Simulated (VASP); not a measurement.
# Ge17Se15 (a cell with a defect) in VASP: settings compared

The runs below take Ge17Se15 (a cell with a defect) through relaxation of the atoms, single point, with PBE, HSE06.

Everything below comes from runs of VASP 6.6.1. Logs are shortened: lines on timing, memory, paths and dates and some standing lists are left out, and cuts for length are marked.

## Step 1: The structure

The cell holds a defect, 32 atoms: a = 8.988 Å, b = 8.988 Å, c = 11.185 Å, α = 90.00°, β = 90.00°, γ = 119.58°.

## Step 2: Relaxation of the atoms, PBE

The input, INCAR:

```
ALGO = Normal ; EDIFF = 1E-6
EDIFFG = -0.025 ; ENCUT = 450
GGA = PE ; IBRION = 2
ICORELEVEL = 1 ; ISIF = 2
ISMEAR = 0 ; ISYM = 0
LASPH = True ; LCHARG = False
LREAL = Auto ; LUSENCCL = False
LWAVE = False ; NELM = 80
NSW = 70 ; PREC = Normal
SIGMA = 0.01
```

The input, KPOINTS:

```
k-points
0
Monkhorst-Pack
  2 2 2
```

The input, POSCAR:

```
Ge17Se15
1.0
    0.0000000000      7.7675420000     -4.5225270000
    0.0000000000     -7.7675420000     -4.5225270000
  -11.1847690000      0.0000000000      0.0000000000
Ge Se
17 15
Direct
    0.9963625000      0.1213625000      0.8734900000
    0.2463625000      0.8713625000      0.8734900000
    0.7463625000      0.3713625000      0.8734900000
    0.4963625000      0.6213625000      0.8734900000
    0.1331905900      0.2570882000      0.3781813400
    0.3786375000      0.0036375000      0.3734900000
    0.8786375000      0.5036375000      0.3734900000
    0.6286375000      0.7536375000      0.3734900000
    0.1213625000      0.4963625000      0.6265100000
    0.3713625000      0.2463625000      0.6265100000
    0.8713625000      0.7463625000      0.6265100000
    0.6213625000      0.9963625000      0.6265100000
    0.2583987500      0.6351513400      0.1373953900
    0.4943096400      0.3673601800      0.1227209000
    0.0036375000      0.8786375000      0.1265100000
    0.7536375000      0.1286375000      0.1265100000
    0.2024931100      0.3173979500      0.1445172200
    0.4379655000      0.0629655000      0.1471840000
    0.9379655000      0.5629655000      0.1471840000
    0.6879655000      0.8129655000      0.1471840000
    0.4370345000      0.5620345000      0.6471840000
    0.6870345000      0.3120345000      0.6471840000
    0.1870345000      0.8120345000      0.6471840000
    0.9370345000      0.0620345000      0.6471840000
    0.8129655000      0.1879655000      0.3528160000
    0.0629655000      0.9379655000      0.3528160000
    0.5629655000      0.4379655000      0.3528160000
    0.3129655000      0.6879655000      0.3528160000
    0.0620345000      0.4370345000      0.8528160000
    0.3120345000      0.1870345000      0.8528160000
    0.8120345000      0.6870345000      0.8528160000
    0.5620345000      0.9370345000      0.8528160000
```

Potentials or basis: VASP PAW PBE potentials, release 64 (Ge_d, Se).

Command:

```console
$ cat potpaw_PBE.64/Ge_d/POTCAR potpaw_PBE.64/Se/POTCAR > POTCAR
$ mpirun -np 1 vasp_std > vasp.out
```

OUTCAR:

```text
EDIFF = 1E-6
   EDIFFG = -0.025
   ENCUT = 450
   GGA = PE
   IBRION = 2
   ISIF = 2
   ISMEAR = 0
   ISYM = 0
   LASPH = True
   LREAL = Auto
   NELM = 80
   NSW = 70
   PREC = Normal

 ion  position               nearest neighbor table
   1  0.996  0.121  0.873-  24 2.59  30 2.61  29 2.61
   2  0.246  0.871  0.873-  23 2.59  30 2.61  32 2.61
   3  0.746  0.371  0.873-  22 2.59  29 2.61  31 2.61
   4  0.496  0.621  0.873-  21 2.59  32 2.61  31 2.61
   5  0.133  0.257  0.378-  26 2.63  25 2.64  17 2.68
   6  0.379  0.004  0.373-  18 2.59  26 2.61  28 2.61
[... 24 lines left out ...]
  31  0.812  0.687  0.853-  11 2.59   4 2.61   3 2.61
  32  0.562  0.937  0.853-  12 2.59   4 2.61   2 2.61

IMPORTANT INFORMATION: All symmetrisations will be switched off!
NOSYMM: (Re-)initialisation of all symmetry stuff for point group C_1.

----------------------------------------------------------------------------------------

                                     Primitive cell

  volume of cell :     785.8177

  direct lattice vectors                    reciprocal lattice vectors
     0.000000000  7.767542000 -4.522527000     0.000000000  0.064370428 -0.110557659
     0.000000000 -7.767542000 -4.522527000    -0.000000000 -0.064370428 -0.110557659
   -11.184769000  0.000000000  0.000000000    -0.089407300  0.000000000 -0.000000000

  length of vectors
     8.988212235  8.988212235 11.184769000     0.127931810  0.127931810  0.089407300

  position of ions in fractional coordinates (direct lattice)
     0.996362500  0.121362500  0.873490000
     0.246362500  0.871362500  0.873490000
     0.746362500  0.371362500  0.873490000
     0.496362500  0.621362500  0.873490000
     0.133190590  0.257088200  0.378181340
     0.378637500  0.003637500  0.373490000
[... 24 lines left out ...]
     0.812034500  0.687034500  0.852816000
     0.562034500  0.937034500  0.852816000

  ion indices of the primitive-cell ions
   primitive index   ion index
                 1           1
                 2           2
                 3           3
                 4           4
                 5           5
                 6           6
[... 24 lines left out ...]
                31          31
                32          32

----------------------------------------------------------------------------------------

 KPOINTS: k-points

Automatic generation of k-mesh.
 Grid dimensions read from file:
 generate k-points for:    2    2    2

 Generating k-lattice:

  Cartesian coordinates                     Fractional coordinates (reciprocal lattice)
     0.000000000  0.032185214 -0.055278830     0.500000000  0.000000000  0.000000000
    -0.000000000 -0.032185214 -0.055278830     0.000000000  0.500000000  0.000000000
    -0.044703650  0.000000000 -0.000000000     0.000000000  0.000000000  0.500000000

  Length of vectors
     0.063965905  0.063965905  0.044703650

  Shift w.r.t. Gamma in fractional coordinates (k-lattice)
     0.500000000  0.500000000  0.500000000

 Subroutine IBZKPT returns following result:
 ===========================================

 Found      4 irreducible k-points:

 Following reciprocal coordinates:
            Coordinates               Weight
  0.250000  0.250000  0.250000      2.000000
 -0.250000 -0.250000  0.250000      2.000000
 -0.250000  0.250000  0.250000      2.000000
  0.250000 -0.250000  0.250000      2.000000
   k-points           NKPTS =      4   k-points in BZ     NKDIM =      4   number of bands    NBANDS=    196
   number of dos      NEDOS =    301   number of ions     NIONS =     32
   total plane-waves  NPLWV = 138240
   dimension x,y,z NGX =    48 NGY =   48 NGZ =   60
   dimension x,y,z NGXF=    96 NGYF=   96 NGZF=  120
   ions per type =              17  15
   NGX,Y,Z   is equivalent  to a cutoff of   8.88,  8.88,  8.92 a.u.
   NGXF,Y,Z  is equivalent  to a cutoff of  17.76, 17.76, 17.84 a.u.
 SYSTEM =  unknown system
   PREC   = normal    normal or accurate (medium, high low for compatibility)
   ISTART =      0    job   : 0-new  1-cont  2-samecut
[... 37 lines left out ...]

  energy  without entropy=     -134.3117837509  energy(sigma->0) =     -134.31319536

[... ionic steps 4 to 22 ...]

--------------------------------------- Ionic step       23  -------------------------------------------

 number of electron     328.0000280 magnetization

------------------------ aborting loop because EDIFF is reached ----------------------------------------
[... 127 lines left out ...]
--------------------------------------- Ionic step       25  -------------------------------------------

 number of electron     328.0000257 magnetization

 Free energy of the ion-electron system (eV)
  ---------------------------------------------------
  ext. energy  EPLUGINS =         0.00000000
  ---------------------------------------------------
  free energy    TOTEN  =      -134.58338707 eV

  energy without entropy =     -134.58338707  energy(sigma->0) =     -134.58338707

 the core state eigenenergies are
   1-  1s -10951.3104  2s  -1363.0373  2p  -1189.9117  3s   -159.9459  3p   -107.0772

   2-  1s -10951.3239  2s  -1363.0439  2p  -1189.9192  3s   -159.9515  3p   -107.0829

   3-  1s -10951.3263  2s  -1363.0461  2p  -1189.9215  3s   -159.9535  3p   -107.0850
[... 45 lines left out ...]
  26-  1s -12494.0162  2s  -1597.5144  2p  -1403.8654  3s   -204.1767  3p   -143.6473
       3d    -43.8304
  27-  1s -12493.9426  2s  -1597.4337  2p  -1403.7859  3s   -204.0793  3p   -143.5494
       3d    -43.7311
  28-  1s -12493.9396  2s  -1597.4309  2p  -1403.7831  3s   -204.0769  3p   -143.5470
       3d    -43.7288
  29-  1s -12493.9063  2s  -1597.4040  2p  -1403.7551  3s   -204.0607  3p   -143.5310
       3d    -43.7139
  30-  1s -12493.9064  2s  -1597.4040  2p  -1403.7552  3s   -204.0608  3p   -143.5312
       3d    -43.7140
  31-  1s -12493.8949  2s  -1597.3932  2p  -1403.7443  3s   -204.0521  3p   -143.5225
       3d    -43.7056
  32-  1s -12493.8953  2s  -1597.3936  2p  -1403.7447  3s   -204.0524  3p   -143.5228
       3d    -43.7059

 E-fermi :   3.8249     XC(G=0):  -9.6156

 val. band max:        3.7228557706   @ k =   0.2500  -0.2500   0.2500
 cond. band min:       4.2058887704   @ k =   0.2500   0.2500   0.2500
 fundamental gap:      0.4830329999
 Fermi energy:         3.8249328194

 k-point     1 :       0.2500    0.2500    0.2500
  band No.  band energies     occupation
      1     -20.8804      2.00000
      2     -20.8793      2.00000
      3     -20.8738      2.00000
      4     -20.8727      2.00000
      5     -20.8622      2.00000
      6     -20.8592      2.00000
[... 168 lines left out ...]
    175       6.1018      0.00000
    176       6.1191      0.00000

 k-point     2 :      -0.2500   -0.2500    0.2500
  band No.  band energies     occupation
      1     -20.8804      2.00000
      2     -20.8793      2.00000
      3     -20.8738      2.00000
      4     -20.8727      2.00000
      5     -20.8622      2.00000
      6     -20.8592      2.00000
[... 168 lines left out ...]
    175       5.9882      0.00000
    176       6.0351      0.00000

 k-point     3 :      -0.2500    0.2500    0.2500
  band No.  band energies     occupation
      1     -20.8806      2.00000
      2     -20.8792      2.00000
      3     -20.8738      2.00000
      4     -20.8727      2.00000
      5     -20.8622      2.00000
      6     -20.8592      2.00000
[... 168 lines left out ...]
    175       6.0038      0.00000
    176       6.0313      0.00000

 k-point     4 :       0.2500   -0.2500    0.2500
  band No.  band energies     occupation
      1     -20.8806      2.00000
      2     -20.8792      2.00000
      3     -20.8738      2.00000
      4     -20.8727      2.00000
      5     -20.8622      2.00000
      6     -20.8592      2.00000
[... 168 lines left out ...]
    175       6.0039      0.00000
    176       6.0319      0.00000
 [bands above 176 left out]

------------------------ aborting loop because EDIFF is reached ----------------------------------------

  FORCE on cell =-STRESS in cart. coord.  units (eV):
  Direction    XX          YY          ZZ          XY          YZ          ZX
  --------------------------------------------------------------------------------------
  -------------------------------------------------------------------------------------
  Total       -3.2322785     -3.6596743     -1.8363387      0.0061931      0.0262093     -0.9669660
  in kB       -6.5901844     -7.4615873     -3.7440495      0.0126269      0.0534372     -1.9715145
  external PRESSURE =      -5.9319404 kB  Pullay stress =       0.0000000 kB
[... 47 lines left out ...]
  FREE ENERGIE OF THE ION-ELECTRON SYSTEM (eV)
  ---------------------------------------------------
  free  energy   TOTEN  =      -134.5833870685 eV

  energy  without entropy=     -134.5833870685  energy(sigma->0) =     -134.58338707

 reached required accuracy - stopping structural energy minimisation
```

Wall time 64 min (1 × NVIDIA H100 80GB with 1 thread of AMD EPYC 7R13 (Zen 3), shared host); peak memory 1.5 GiB.

Results:

* Free energy: -134.5834 eV
* Energy gained by relaxing: 14.4 meV/atom
* Ionic steps: 25
* Pressure after relaxing: -0.6 GPa
* Largest force after relaxing: 0.021 eV/Å

Forces in eV/Å, atoms in the order of the input:
```
Ge   0.002  0.001 -0.001
Ge  -0.004  0.001 -0.001
Ge  -0.001 -0.001  0.000
Ge  -0.004 -0.001  0.001
Ge   0.009  0.006 -0.010
Ge   0.005  0.005  0.002
Ge   0.001 -0.004 -0.001
Ge   0.002  0.001  0.005
Ge   0.001  0.000 -0.005
Ge   0.001  0.001 -0.004
Ge  -0.002  0.001 -0.001
Ge   0.000 -0.001  0.000
Ge   0.003 -0.008  0.003
Ge  -0.003 -0.003  0.009
Ge  -0.008  0.004 -0.007
Ge  -0.012 -0.006 -0.003
Ge   0.010  0.006  0.018
Se   0.009  0.007 -0.002
Se   0.005 -0.002 -0.003
Se  -0.001 -0.003 -0.010
Se  -0.003 -0.001 -0.004
Se  -0.002  0.002  0.003
Se   0.001  0.001  0.005
Se  -0.005 -0.001 -0.003
Se   0.000 -0.005  0.001
Se  -0.002  0.001 -0.004
Se   0.002 -0.005 -0.001
Se   0.000  0.000  0.007
Se   0.000  0.000  0.002
Se  -0.002  0.001  0.002
Se   0.000  0.003  0.000
Se   0.000 -0.001  0.000
```

Step by step:
```csv
step,energy change (eV),largest force (eV/Å),pressure (GPa)
1,0.0000,0.9769,-0.33
2,-0.1330,0.5591,-0.53
3,-0.1908,0.4343,-0.67
4,-0.1970,0.5196,-0.72
5,-0.2468,0.4454,-0.71
6,-0.2994,0.6349,-0.65
7,-0.3317,0.5030,-0.64
8,-0.3664,0.4089,-0.57
9,-0.3687,0.4139,-0.56
10,-0.3960,0.2986,-0.56
11,-0.4142,0.1530,-0.56
12,-0.4236,0.1111,-0.56
13,-0.4298,0.1327,-0.54
14,-0.4303,0.1613,-0.54
15,-0.4388,0.1440,-0.55
16,-0.4481,0.1337,-0.56
17,-0.4485,0.1469,-0.56
18,-0.4552,0.0536,-0.58
19,-0.4554,0.0521,-0.58
20,-0.4571,0.0340,-0.57
21,-0.4572,0.0474,-0.56
22,-0.4584,0.0264,-0.57
23,-0.4587,0.0297,-0.58
24,-0.4588,0.0323,-0.58
25,-0.4596,0.0214,-0.59
```

Final structure:
```
CELL_PARAMETERS angstrom
0.00000 7.76754 -4.52253
0.00000 -7.76754 -4.52253
-11.18477 0.00000 0.00000
ATOMIC_POSITIONS crystal
Ge 0.99490 0.11956 0.87429
Ge 0.24956 0.87154 0.87832
Ge 0.74723 0.37460 0.87844
Ge 0.50121 0.62598 0.87730
Ge 0.10955 0.23428 0.38807
Ge 0.38179 0.99698 0.37027
Ge 0.87152 0.50593 0.37001
Ge 0.62231 0.74689 0.37334
Ge 0.12582 0.49862 0.62620
Ge 0.37409 0.25059 0.62605
Ge 0.87387 0.74515 0.62836
Ge 0.62057 0.99878 0.62836
Ge 0.24136 0.62144 0.10447
Ge 0.49679 0.36544 0.10374
Ge 0.00688 0.89013 0.13435
Ge 0.76551 0.13133 0.13409
Ge 0.20620 0.33058 0.17111
Se 0.44576 0.06103 0.14253
Se 0.93654 0.57040 0.14252
Se 0.69245 0.81698 0.14829
Se 0.44100 0.56565 0.64816
Se 0.68976 0.31666 0.64784
Se 0.19175 0.81430 0.64787
Se 0.93628 0.06098 0.64833
Se 0.80421 0.18582 0.35920
Se 0.06144 0.92892 0.35940
Se 0.55499 0.43567 0.33795
Se 0.31147 0.68046 0.33839
Se 0.06411 0.43622 0.85485
Se 0.31143 0.18845 0.85466
Se 0.81755 0.69149 0.85620
Se 0.56660 0.94226 0.85613
```

Core levels (eV, on the scale of the bands):
| atom | levels |
| --- | --- |
| 1 Ge | 1s -10951.3, 2s -1363.0, 2p -1189.9, 3s -159.9, 3p -107.1 |
| 2 Ge | 1s -10951.3, 2s -1363.0, 2p -1189.9, 3s -160.0, 3p -107.1 |
| 3 Ge | 1s -10951.3, 2s -1363.0, 2p -1189.9, 3s -160.0, 3p -107.1 |
| 4 Ge | 1s -10951.4, 2s -1363.1, 2p -1189.9, 3s -160.0, 3p -107.1 |
| 5 Ge | 1s -10951.1, 2s -1362.9, 2p -1189.8, 3s -159.8, 3p -106.9 |
| 6 Ge | 1s -10951.4, 2s -1363.1, 2p -1190.0, 3s -160.0, 3p -107.1 |

## Step 3: Single point, HSE06

The input, POSCAR:

```
Ge17Se15                                
1.0
    0.0000000000      7.7675420000     -4.5225270000
    0.0000000000     -7.7675420000     -4.5225270000
  -11.1847690000      0.0000000000      0.0000000000
  Ge              Se            
    17    15
Direct
     0.9949008015827852    0.1195612226129482    0.8742918210036131
     0.2495610746754111    0.8715369509193651    0.8783230775681155
     0.7472349663030957    0.3746036095841782    0.8784363906150752
     0.5012064472381752    0.6259791492164145    0.8772963351526092
     0.1095479993612271    0.2342828016314459    0.3880740495361068
     0.3817906501884564    0.9969781440258001    0.3702695912393912
     0.8715156715840350    0.5059330122352056    0.3700104606611246
     0.6223132520493035    0.7468919110185988    0.3733390916049544
     0.1258156002912215    0.4986249140969862    0.6262048472579521
     0.3740948556095963    0.2505851626733042    0.6260509055937555
     0.8738703322310578    0.7451520450742783    0.6283637156947842
     0.6205653359672386    0.9987793908567926    0.6283615122961843
     0.2413612020954922    0.6214374180130213    0.1044718831731059
     0.4967929650381399    0.3654412389601768    0.1037383520629884
     0.0068754513825614    0.8901326573288132    0.1343518378184503
     0.7655143836041051    0.1313250855975666    0.1340908533573536
     0.2062024076763268    0.3305814844719092    0.1711107666699104
     0.4457646317071757    0.0610301004090343    0.1425343693009735
     0.9365377689975705    0.5703978406731629    0.1425242988253029
     0.6924531703347125    0.8169777876566832    0.1482909338418747
     0.4409972431130932    0.5656476291119203    0.6481607332200329
     0.6897623904295002    0.3166610051462759    0.6478390748079603
     0.1917535645496091    0.8142997961097224    0.6478712488492369
     0.9362779583838742    0.0609829847055142    0.6483255198523785
     0.8042074647050376    0.1858239372127072    0.3591986607055683
     0.0614357715186419    0.9289153998824607    0.3594038710313198
     0.5549916088565638    0.4356720604254777    0.3379457301509836
     0.3114715697083743    0.6804581525520765    0.3383915622489119
     0.0641134633881544    0.4362196004807003    0.8548547997807803
     0.3114331677536523    0.1884542501178024    0.8546630085372540
     0.8175464392612691    0.6914888851979996    0.8562006574549765
     0.5666044804145333    0.9422640420016535    0.8561308900869588
```

The input, INCAR.step1:

```
PREC = Normal
ENCUT = 400
EDIFF = 1E-5
ISMEAR = 0
SIGMA = 0.01
LREAL = Auto
LASPH = True
NELM = 80
ALGO = Normal
ISIF = 2
LWAVE = True
LCHARG = False
NBANDS = 186
ICORELEVEL = 1
GGA = PE
LUSENCCL = False
```

The input, INCAR.step2:

```
PREC = Normal
ENCUT = 400
EDIFF = 1E-6
ISMEAR = 0
SIGMA = 0.01
LREAL = Auto
LASPH = True
NELM = 80
ALGO = Normal
ISIF = 2
LWAVE = False
LCHARG = False
GGA = PE
LHFCALC = True
HFSCREEN = 0.2
PRECFOCK = Fast
NBANDS = 186
ICORELEVEL = 1
ISTART = 1
LUSENCCL = False
```

The input, KPOINTS:

```
regular mesh
0
Gamma
  1 1 1
```

Potentials or basis: VASP PAW PBE potentials, release 64 (Ge_d, Se).

Command:

```console
$ cat potpaw_PBE.64/Ge_d/POTCAR potpaw_PBE.64/Se/POTCAR > POTCAR
$ cp INCAR.step1 INCAR
$ mpirun -np 1 vasp_gam > vasp.out
$ cp INCAR.step2 INCAR
$ mpirun -np 1 vasp_gam > vasp.out
```

It took 13 min on 1 × NVIDIA H100 80GB with 1 thread of AMD EPYC 7R13 (Zen 3), shared host; peak memory 1.3 GiB.

Results (log left out):

```yaml
Free_energy: -163.5653 eV
Pressure: -2.9 GPa
Largest_force: 0.626 eV/Å
Band_gap_on_the_k_mesh: 1.38 eV, direct
```

Forces on the atoms (eV/Å):
```
Ge   0.372  0.002  0.086
Ge   0.277 -0.022  0.020
Ge   0.277  0.021  0.020
Ge   0.228 -0.001 -0.013
Ge   0.319  0.004  0.538
Ge   0.442 -0.136  0.005
Ge   0.435  0.140  0.008
Ge   0.380 -0.003 -0.107
Ge  -0.368 -0.020 -0.064
Ge  -0.370  0.018 -0.064
Ge  -0.409 -0.062  0.072
Ge  -0.407  0.066  0.070
Ge  -0.361  0.045 -0.013
Ge  -0.367 -0.058 -0.005
Ge  -0.261  0.047  0.061
Ge  -0.267 -0.049  0.067
Ge  -0.008  0.009 -0.376
Se  -0.179  0.082 -0.045
Se  -0.183 -0.079 -0.051
Se  -0.225  0.004 -0.345
Se  -0.003 -0.002  0.061
Se  -0.034 -0.126  0.114
Se  -0.034  0.122  0.115
Se  -0.086 -0.005 -0.060
Se   0.157  0.234 -0.088
Se   0.157 -0.244 -0.103
Se   0.107 -0.069 -0.134
Se   0.100  0.073 -0.136
Se   0.054  0.023  0.174
Se   0.048 -0.022  0.183
Se   0.105 -0.036  0.003
Se   0.105  0.043  0.004
```

Stress tensor (GPa, compression positive):
```
-1.29  0.00 -0.24
 0.00 -2.68  0.01
-0.24  0.01 -4.68
```

Levels at points of the mesh, in eV from the valence-band top:
```csv
k point,band 160,band 161,band 162,band 163,band 164,band 165,band 166,band 167,band 168,band 169
"(0.00, 0.00, 0.00)",-0.73,-0.65,-0.52,-0.16,0.00,1.38,1.69,1.99,2.03,2.11
```

Core levels (eV, on the scale of the bands):
```csv
atom,levels
1 Ge,"1s -10950.6, 2s -1362.3, 2p -1189.2, 3s -159.6, 3p -106.8"
2 Ge,"1s -10950.6, 2s -1362.3, 2p -1189.2, 3s -159.7, 3p -106.8"
3 Ge,"1s -10950.6, 2s -1362.3, 2p -1189.2, 3s -159.7, 3p -106.8"
4 Ge,"1s -10950.7, 2s -1362.4, 2p -1189.2, 3s -159.7, 3p -106.9"
5 Ge,"1s -10950.6, 2s -1362.4, 2p -1189.2, 3s -159.7, 3p -106.8"
6 Ge,"1s -10950.6, 2s -1362.3, 2p -1189.2, 3s -159.6, 3p -106.8"
```

Caveat: the PAW data sets were made with another functional, which shifts forces and pressure a little.
